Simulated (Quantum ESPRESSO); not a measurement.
Runs of Quantum ESPRESSO 7.5 on Si. It takes space group Fd-3m (No. 227, cubic). The conventional cell has a = 5.444 Å, b = 5.444 Å, c = 5.444 Å, α = 90.00°, β = 90.00°, γ = 90.00°. Si (site symmetry -43m) has 4 Si at 2.36 Å as nearest neighbours. 

```csv
level,potentials or basis,cell,k mesh,gap on the mesh (eV)
PBEsol,PseudoDojo 0.4.1 SR PBEsol standard,as given,8 × 8 × 8,0.52
PBE,PseudoDojo 0.4.1 SR PBE standard,volume scaled by 0.92,6 × 6 × 6,(a)
PBEsol,PseudoDojo 0.4.1 SR PBEsol standard,volume scaled by 1.04,6 × 6 × 6,0.68
PBE,PseudoDojo 0.4.1 SR PBE standard,volume scaled by 0.96,6 × 6 × 6,(b)
PBEsol,PseudoDojo 0.4.1 SR PBEsol standard,volume scaled by 0.88,6 × 6 × 6,0.33
```

Alike in all rows: task single point; no spin polarisation; cutoff (eV) 490; smearing fixed.

**Question.** Fill in the values left out.

**Answer.** (a) 0.55; (b) 0.64.

A k mesh can miss the band edges.
